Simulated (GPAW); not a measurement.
# Co (P6_3/mmc) in GPAW: settings compared

The runs below take Co through band structure, equation of state, with MS2, C09-vdW.

Program: GPAW 26.7.0. These are calculated values, not measurements. Logs are shortened: lines on timing, memory, paths and dates and some standing lists are left out, and cuts for length are marked. The log counts tension as positive stress, the text compression.

## 1. The structure

Symmetry: P6_3/mmc, No. 194, hexagonal system. Conventional cell: a = 2.472 Å, b = 2.472 Å, c = 4.021 Å, α = 90.00°, β = 90.00°, γ = 120.00°. Co (site symmetry -6m2) has 12 Co at 2.47 Å as nearest neighbours.

## 2. Band structure, MS2, collinear spin, ferromagnetic start

Input file run.py:

```python
from ase.dft.bandgap import bandgap
from ase.io import write
from ase.spacegroup import crystal
from ase.units import GPa
from gpaw import GPAW, PW

# Co 2c
atoms = crystal(['Co'],
                basis=[[0.6666666667, 0.3333333333, 0.75]],
                spacegroup=194, setting=1,  # P6_3/mmc
                cellpar=[2.4719999, 2.4719999, 4.02114408, 90.0, 90.0, 120.0],
                primitive_cell=True)
atoms.set_initial_magnetic_moments([2.0, 2.0])

calc = GPAW(mode=PW(600),
            xc='MGGA_X_MS2+GGA_C_REGTPSS',
            kpts={'size': (9, 9, 5), 'gamma': True},
            occupations={'name': 'fermi-dirac', 'width': 0.05},
            nbands=21,
            convergence={'density': 1e-05, 'energy': 1e-05},
            maxiter=150,
            txt='gpaw.txt')
atoms.calc = calc
energy = atoms.get_potential_energy()
forces = atoms.get_forces()
stress = atoms.get_stress()
calc.write('gs.gpw')
write('result.traj', atoms)
print(f'Energy: {energy:.6f} eV')
print('Forces (eV/A):')
print(forces.round(4))
print('Stress (GPa):', (stress / GPa).round(3))
print('Moments:', calc.get_magnetic_moments().round(3))
print('Fermi level:', round(calc.get_fermi_level(), 4), 'eV')
print(f'Gap: {bandgap(calc)[0]:.4f} eV, direct: {bandgap(calc, direct=True)[0]:.4f} eV')

path = atoms.cell.bandpath('GMKGALHA,LM,KH', npoints=60, eps=1e-4)
bs_calc = calc.fixed_density(kpts=path, symmetry='off', nbands=31,
                             convergence={'bands': 'CBM+6.0', 'eigenstates': 1e-6}, txt='bands.txt')
bs = bs_calc.band_structure()
bs.write('bs.json')
print(f'Gap on the path: {bandgap(bs_calc)[0]:.4f} eV')
```

Potentials or basis: GPAW PAW data sets (gpaw-data 1.2.1), pw.

Started as:

```
$ OMP_NUM_THREADS=1 python run.py
```

gpaw.txt:

```text
__  _  _
 | _ |_)|_||  |
 |__||  | ||/\| - 26.7.0

Input parameters:
  mode=PW(ecut=600.0),
  convergence={'density': 1e-05, 'energy': 1e-05},
  kpts=MonkhorstPack(size=(9, 9, 5), gamma=True),
  maxiter=150,
  nbands=21,
  occupations=Occupations(name='fermi-dirac', width=0.05),
  xc=XC(name='MGGA_X_MS2+GGA_C_REGTPSS')

Diagonalizing LCAO Hamiltonian
Converting LCAO to pw mode

          Co

        Co

Atoms  # Å, Bohr magnetons
|   | symbol |         x |        y |        z |    initial magnetic moments |
|---|--------|-----------|----------|----------|-----------------------------|
| 0 |     Co |  1.236000 | 0.713605 | 3.015858 | ( 0.0000,  0.0000,  2.0000) |
| 1 |     Co | -0.000000 | 1.427210 | 1.005286 | ( 0.0000,  0.0000,  2.0000) |

Unit cell  # Å
| periodic |         x |        y |        z |  lengths |     angles |
|----------|-----------|----------|----------|----------|------------|
|      yes |  2.472000 | 0.000000 | 0.000000 | 2.472000 |  90.000000 |
|      yes | -1.236000 | 2.140815 | 0.000000 | 2.472000 |  90.000000 |
|      yes |  0.000000 | 0.000000 | 4.021144 | 4.021144 | 120.000000 |

Number of symmetries: 12
Symmetry operations  # r_c * U_cc + t_c -> r_c
|    | kind |            matrix            |
|----|------|------------------------------|
|  0 |  σ   |  1, 1, 0,  0,-1, 0,  0, 0, 1 |
|  1 |  S6  |  1, 1, 0, -1, 0, 0,  0, 0,-1 |
|  2 |  E   |  1, 0, 0,  0, 1, 0,  0, 0, 1 |
|  3 |  C2  |  1, 0, 0, -1,-1, 0,  0, 0,-1 |
|  4 |  C2  |  0, 1, 0,  1, 0, 0,  0, 0,-1 |
|  5 |  C3  |  0, 1, 0, -1,-1, 0,  0, 0, 1 |
|  6 |  S6  |  0,-1, 0,  1, 1, 0,  0, 0,-1 |
|  7 |  σ   |  0,-1, 0, -1, 0, 0,  0, 0, 1 |
|  8 |  σ   | -1, 0, 0,  1, 1, 0,  0, 0, 1 |
|  9 |  i   | -1, 0, 0,  0,-1, 0,  0, 0,-1 |
| 10 |  C3  | -1,-1, 0,  1, 0, 0,  0, 0, 1 |
| 11 |  C2  | -1,-1, 0,  0, 1, 0,  0, 0,-1 |

BZ-sampling:
  Number of BZ points: 405
  Number of IBZ points: 50

  Monkhorst-Pack size: [9, 9, 5]
  Monkhorst-Pack shift: [0, 0, 0]

K-points  # in reciprocal-cell coordinates
|     |                                coordinates |     weight |
|-----|--------------------------------------------|------------|
|   0 | (  0.00000000,   0.00000000,   0.00000000) | 0.00246914 |
|   1 | (  0.00000000,   0.00000000,   0.20000000) | 0.00493827 |
|   2 | (  0.00000000,   0.00000000,   0.40000000) | 0.00493827 |
|   3 | (  0.11111111,   0.00000000,  -0.40000000) | 0.01481481 |
|   4 | (  0.11111111,   0.00000000,  -0.20000000) | 0.01481481 |
|   5 | (  0.11111111,   0.00000000,   0.00000000) | 0.01481481 |
|   6 | (  0.11111111,   0.00000000,   0.20000000) | 0.01481481 |
|   7 | (  0.11111111,   0.00000000,   0.40000000) | 0.01481481 |
|   8 | (  0.22222222,  -0.11111111,   0.00000000) | 0.01481481 |
|   9 | (  0.22222222,  -0.11111111,   0.20000000) | 0.02962963 |
| ... |                                            |            |
|  49 | (  0.44444444,   0.44444444,   0.40000000) | 0.02962963 |

Plane wave coefficients: 738
Cutoff: 600.0 eV

Spin-components: 2 (collinear spins)
Bands:           21
Projectors:      12
Spin-degeneracy: 1
Datatype:        complex128

Parallelization:
  kpt:    1
  domain: 1
  band:   1

Density:
  Valence electrons: 18.0
  Components: 2
  Grid points: [14 14 24]
  Charge: 0.0  # |e|

Potential:
  Grid points: [14 14 24]

species:
  Co:
    name:    Cobalt
    Z:       27.0
    valence: 9
    core:    18
    charge:  0.0  # [|e|]
    compensation charges:
      type: gauss
      rc: 0.32  # [Å]
      lmax: 2
    cutoffs:
      filter: 1.87  # [Å]
      core: 2.55  # [Å]
    projectors
    | kind |    occ | energy [eV] | rcut [Å] |
    |------|--------|-------------|----------|
    |   4s |  2.000 |      -5.469 |    1.005 |
    |   4p |  0.000 |      -1.277 |    1.058 |
    |   3d |  7.000 |      -8.205 |    1.005 |
    |    s |        |      21.742 |    1.005 |
    |    p |        |      25.934 |    1.058 |
    |    d |        |      19.007 |    1.005 |

    Using partial waves for Co as LCAO basis

Reference energy: -75805.419811  # eV

eigensolver:
  PPCG
  Converge bands: occupied
  niter=2

density mixing:
  MSR1-Mixer
  Pratt-step length: 0.05
  Maximum mixing coefficient: 0.75
  Old densities: 10
  SVD Regularization: 0.005
  Good broyden scale: 1.0
  Trust region scale: 1.0
  Backstep threshold: 4.0
  History deletion threshold: 6.0
  Fourier metric: weight=20.0, sigma=0.015

occupation numbers:
  Fermi-Dirac:
    width: 0.0500  # eV

poisson solver:
  ecut: 4800.0  # eV

xc functional:
  name: MGGA_X_MS2+GGA_C_REGTPSS with 2 nearest neighbor stencil

convergence criteria:
- Maximum integral of absolute [dens]ity change: 1e-05 electrons / valence electron
- Maximum [total energy] change in last 3 cyles: 1e-05 eV / valence electron
- Maximum integral of absolute [eigenst]ate change: 4e-08 eV^2 / valence electron
maximum number of iterations: 150

SCF iterations
|iter     | |      energy | eigst |  dens |  magmom |
|---------|-|-------------|-------|-------|---------|
|iter:   1| |  -19.518090 | +0.46 |       |  +4.0063|
|iter:   2| |  -21.351981 | -1.04 | -1.01 |  +3.9966|
|iter:   3| |  -21.310845 | -2.61 | -1.12 |  +3.9128|
|iter:   4| |  -21.329747 | -2.63 | -1.24 |  +3.7612|
|iter:   5| |  -21.394378 | -2.92 | -1.45 |  +3.6211|
|iter:   6| |  -21.395019 | -3.26 | -1.47 |  +3.5116|
|iter:   7| |  -21.396708 | -4.01 | -1.84 |  +3.4551|
|iter:   8| |  -21.398290 | -4.26 | -2.22 |  +3.4124|
|iter:   9| |  -21.398472 | -5.33 | -3.00 |  +3.4135|
|iter:  10| |  -21.398571 | -6.19 | -3.04 |  +3.4191|
|iter:  11| |  -21.398630c| -6.11 | -3.31 |  +3.4245|
|iter:  12| |  -21.398655c| -6.54 | -3.79 |  +3.4242|
|iter:  13| |  -21.398671c| -6.29 | -3.96 |  +3.4237|
|iter:  14| |  -21.398668c| -6.63 | -4.16 |  +3.4230|
|iter:  15| |  -21.398667c| -7.91c| -4.44 |  +3.4229|
|iter:  16| |  -21.398667c| -8.21c| -5.20c|  +3.4228|

Converged in 16 steps
Energy contributions relative to reference atoms: (reference = -75805.419811)

Energy contributions:
  Kinetic:           8.032906
  Coulomb:          -5.319274
  Zero:             -0.079742
  External:          0.000000
  Xc:              -24.025620
  Entropy:          -0.013872
  Spinorbit:         0.000000
  ----------------------------
  Free energy:     -21.405603
  Extrapolated:    -21.398667

dipole moment: (-0.000001, -0.000002, -0.000003)  # |e|*Ang

Total magnetic moment: (0.000000, 0.000000, 3.422803)

Local magnetic moments
|        x |        y |        z |
|----------|----------|----------|
| 0.000000 | 0.000000 | 1.806792 |  # Co   0
| 0.000000 | 0.000000 | 1.806792 |  # Co   1

Fermi level: 10.992
Eigenvalues  # (at kpt = [0.000, 0.000, 0.000])
| band index |      eig [eV] | occ [0-1] |      eig [eV] | occ [0-1] |
|------------|---------------|-----------|---------------|-----------|
|          0 |         1.422 |     1.000 |         1.441 |     1.000 |
|        ... |               |           |               |           |
|          2 |         7.952 |     1.000 |         9.823 |     1.000 |
|          3 |         7.958 |     1.000 |        10.003 |     1.000 |
|          4 |         7.958 |     1.000 |        10.004 |     1.000 |
|          5 |         8.276 |     1.000 |        10.336 |     1.000 |
|          6 |         8.276 |     1.000 |        10.391 |     1.000 |
|          7 |         8.584 |     1.000 |        10.392 |     1.000 |
[... 8 lines left out ...]
|         16 |        36.414 |     0.000 |        36.258 |     0.000 |
|         17 |        36.578 |     0.000 |        36.356 |     0.000 |
|        ... |               |           |               |           |
|         20 |        40.275 |     0.000 |        41.912 |     0.000 |

No gap
No difference between direct/indirect transitions

Forces  # eV/Ang
|        x |        y |        z |
|----------|----------|----------|
| -0.00000 | -0.00000 | -0.00009 |  # Co   0
| -0.00000 |  0.00000 |  0.00009 |  # Co   1

Stress tensor  # eV/Ang^3
|         x |         y |         z |
|-----------|-----------|-----------|
|  0.026525 | -0.000000 |  0.000000 |
| -0.000000 |  0.026525 | -0.000000 |
|  0.000000 | -0.000000 |  0.024271 |

# Writing to gs.gpw (mode='')
```

It took 2.1 min on 1 thread of Arm Neoverse V2, shared host; peak memory 0.3 GiB.

Results:

- Free energy: -21.4056 eV
- Pressure: -4.1 GPa
- Band gap along the path: none (metal or under the smearing width)
- Net moment: 3.42 μB per cell
- Site moments: Co +1.81 μB

Levels at the corners of the path, in eV from the Fermi level:
Spin up:
```csv
point,band 8,band 9,band 10,band 11,band 12,band 13
Γ,-2.41,-2.41,-1.29,-1.29,-0.63,6.14
M,-1.07,-1.05,-0.90,0.98,3.07,9.44
K,-1.30,-1.28,-1.28,4.22,5.11,5.11
Γ,-2.41,-2.41,-1.29,-1.29,-0.63,6.14
A,-3.11,-1.60,-1.60,-1.60,-1.60,14.81
L,-1.44,-0.96,-0.96,1.20,1.20,7.11
H,-2.35,-1.13,-1.13,5.47,5.47,7.09
A,-3.11,-1.60,-1.60,-1.60,-1.60,14.81
L,-1.44,-0.96,-0.96,1.20,1.20,7.11
M,-1.07,-1.05,-0.90,0.98,3.07,9.44
K,-1.30,-1.28,-1.28,4.22,5.11,5.11
H,-2.35,-1.13,-1.13,5.47,5.47,7.09
```
Spin down:
```
point  band 4  band 5  band 6  band 7  band 8  band 9  band 10  band 11  band 12  band 13
    Γ   -0.99   -0.99   -0.66   -0.60   -0.60    0.01     0.01     1.30     1.30     7.36
    M   -2.21   -1.04   -1.02   -0.76    1.34    1.51     1.58     2.55     4.30    10.11
    K   -2.93   -1.37   -1.37   -0.35    0.92    0.92     1.29     5.30     6.10     6.10
    Γ   -0.99   -0.99   -0.66   -0.60   -0.60    0.01     0.01     1.30     1.30     7.36
    A   -1.78   -1.03   -1.03   -1.03   -1.03    0.92     0.92     0.92     0.92    15.37
    L   -2.55    0.03    0.03    0.10    0.10    1.44     1.44     2.16     2.16     8.34
    H   -2.66   -1.93   -1.93   -0.12   -0.12    1.15     1.15     6.36     6.36     8.12
    A   -1.78   -1.03   -1.03   -1.03   -1.03    0.92     0.92     0.92     0.92    15.37
    L   -2.55    0.03    0.03    0.10    0.10    1.44     1.44     2.16     2.16     8.34
    M   -2.21   -1.04   -1.02   -0.76    1.34    1.51     1.58     2.55     4.30    10.11
    K   -2.93   -1.37   -1.37   -0.35    0.92    0.92     1.29     5.30     6.10     6.10
    H   -2.66   -1.93   -1.93   -0.12   -0.12    1.15     1.15     6.36     6.36     8.12
```

Caveat: the PAW data sets were made with another functional, which shifts forces and pressure a little.

## 3. Equation of state, C09-vdW, collinear spin, ferromagnetic start

Input file run.py:

```python
from ase.eos import EquationOfState
from ase.io import Trajectory
from ase.spacegroup import crystal
from ase.units import GPa
from gpaw import GPAW, PW

# Co 2c
atoms = crystal(['Co'],
                basis=[[0.6666666667, 0.3333333333, 0.75]],
                spacegroup=194, setting=1,  # P6_3/mmc
                cellpar=[2.4719999, 2.4719999, 4.02114408, 90.0, 90.0, 120.0],
                primitive_cell=True)
atoms.set_initial_magnetic_moments([2.0, 2.0])

traj = Trajectory('eos.traj', 'w')
volumes, energies = [], []
for x in [0.94, 0.96, 0.98, 1.0, 1.02, 1.04, 1.06]:
    a = atoms.copy()
    a.set_cell(atoms.cell * x**(1 / 3), scale_atoms=True)
    calc = GPAW(mode=PW(600),
                xc={'name': 'C09-vdW', 'backend': 'libvdwxc'},
                kpts={'size': (9, 9, 5), 'gamma': True},
                occupations={'name': 'fermi-dirac', 'width': 0.05},
                nbands=21,
                convergence={'density': 1e-05, 'energy': 1e-05},
                maxiter=150,
                txt=f'eos-{x:.2f}.txt')
    a.calc = calc
    energies.append(a.get_potential_energy(force_consistent=True))
    volumes.append(a.get_volume())
    calc.write(f'eos-{x:.2f}.gpw')
    traj.write(a)
    print(f'{x:.2f} {volumes[-1]:10.4f} A^3 {energies[-1]:14.6f} eV', flush=True)

v0, e0, B = EquationOfState(volumes, energies, eos='birchmurnaghan').fit()
print(f'V0 = {v0:.4f} A^3, E0 = {e0:.6f} eV, B0 = {B / GPa:.2f} GPa')
```

Potentials or basis: GPAW PAW data sets (gpaw-data 1.2.1), pw.

Started as:

```
$ OMP_NUM_THREADS=1 python run.py
```

Wall time 2.6 min (1 thread of Arm Neoverse V2, shared host); peak memory 0.31 GiB.

The run converged. Its results:

- Equilibrium volume: 10.64 Å³/atom
- Bulk modulus at fixed shape and positions: 241 GPa
- Pressure derivative of the bulk modulus: 4.7

Energy against volume, from the lowest point:
```csv
volume (Å³/atom),energy (meV/atom)
10.002,32.25
10.215,13.74
10.427,3.30
10.640,0.00
10.853,3.08
11.066,11.98
11.279,25.84
```

Caveat: the cell was scaled at fixed shape and fractional positions, which overstates the stiffness of a crystal with free parameters, most of all of layers and chains; the PAW data sets were made with another functional, which shifts forces and pressure a little.
